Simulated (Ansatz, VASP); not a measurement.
Two plane-wave programs on NaI

```xyz
2
Lattice="0.0000 3.2364 3.2364 3.2364 0.0000 3.2364 3.2364 3.2364 0.0000" Properties=species:S:1:pos:R:3 pbc="T T T"
I     3.2364    3.2364    3.2364
Na    0.0000    0.0000    0.0000
```

Alike in both runs: task single point; functional PBE; k mesh 11 × 11 × 11; occupations fermi-dirac, width 0.02 eV; no spin polarisation.

|  | VASP | Ansatz |
| --- | --- | --- |
| version | VASP 6.6.1 | Ansatz 0.2.0 |
| potentials or method | VASP PAW PBE potentials, release 64 (I, Na_pv) | scalar-relativistic, plane waves, PAW |
| plane-wave cutoff (eV) | 520 | 600 |
| valence electrons in the cell | 14 | 26 |

|  | VASP | Ansatz | Ansatz less VASP |
| --- | --- | --- | --- |
| gap on the k mesh at the Fermi level (eV) | 3.64 | 3.64 | +0.004 |
| pressure (GPa) | 0.4 | 0.4 | -0.01 |

The two sets of potentials don't hold the same shells in valence. Ansatz warned: «stress_scf_threshold_loose».

Caveats: spin-orbit coupling is left out, which moves the levels of the heavy elements; an odd mesh through Γ misses points on the zone boundary, where band edges often lie. Expect the measured gap to be larger: semilocal functionals such as PBE lack the derivative discontinuity.
